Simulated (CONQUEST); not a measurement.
Crystal: CdTe.

```
CELL_PARAMETERS angstrom
4.53255 0.00000 0.00000
0.00000 4.53255 0.00000
0.00000 0.00000 6.41000
ATOMIC_POSITIONS crystal
Te 0.00000 0.50000 0.25000
Te 0.50000 0.00000 0.75000
Cd 0.00000 0.00000 0.00000
Cd 0.50000 0.50000 0.50000
```

- Program: CONQUEST 1.3
- Task: single point
- Functional: PBE
- Potentials or basis: PseudoDojo NC PBE, DZP, grid cutoff 120 Ha
- k mesh: 6 × 6 × 4
- Occupations: fermi-dirac, width 0.05 eV
- Spin: no spin polarisation

On this cell: pressure 4.8 GPa; largest force zero by symmetry; band gap on the k mesh 1.08 eV.

The same run follows on a disturbed copy (atoms moved at random, drawn with an rms of 0.05 Å):

```xyz
4
Lattice="4.5326 0.0000 0.0000 0.0000 4.5326 0.0000 0.0000 0.0000 6.4100" Properties=species:S:1:pos:R:3 pbc="T T T"
Te    2.2350    0.0044    4.7565
Te    4.5013    2.2707    1.5515
Cd    2.2470    2.2735    3.2266
Cd    4.5133    0.0072    0.0216
```

What does the disturbed cell give?

The energy moves by +7.7 meV/atom; pressure 5.0 GPa; largest force 0.430 eV/Å; band gap on the k mesh 1.02 eV.

Forces in eV/Å, atoms in the order of the input:
```
Te   0.055  0.021  0.426
Te   0.055  0.021  0.426
Cd  -0.038 -0.035 -0.417
Cd  -0.038 -0.035 -0.417
```

The forces don't sum to zero, so they hold noise of the program's grid.

Caveats: the box holds several primitive cells, so bands are folded and the points are those of the box's own zone; spin-orbit coupling is left out, which moves the levels of the heavy elements; the basis of atomic orbitals isn't converged, which shifts pressures, moduli and gaps.

